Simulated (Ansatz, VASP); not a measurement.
Ir: VASP beside Ansatz

```
Ir
1.0
     2.45184    0.00000    0.00000
     0.00000    2.45184    0.00000
     0.00000    0.00000   23.80000
Ir
1
Direct
  0.00000 0.00000 0.29412
```

Alike in both runs: functional PBE; k mesh 22 × 22 × 1; occupations gaussian, width 0.1 eV; collinear spin.

Ansatz relaxed the structure, and its values are those at the end. VASP's run is a single point on that final structure, the one shown.

|  | VASP | Ansatz |
| --- | --- | --- |
| version | VASP 6.6.1 | Ansatz 0.2.0 |
| potentials or method | VASP PAW PBE potentials, release 64 (Ir) | scalar-relativistic, plane waves, PAW |
| plane-wave cutoff (eV) | 520 | 420 |
| valence electrons in the cell | 9 | 17 |

```tsv
	VASP	Ansatz	Ansatz less VASP
gap on the k mesh at the Fermi level (eV)	none	none	-
net moment per atom (μB)	0.00	0.00	0.000
```

A gap of «none» marks a metal or a gap that the smearing closes. The two sets of potentials don't hold the same shells in valence. Ansatz warned: «seeded_moment_not_kept».

Spin-orbit coupling is left out, which matters for the levels of Ir.
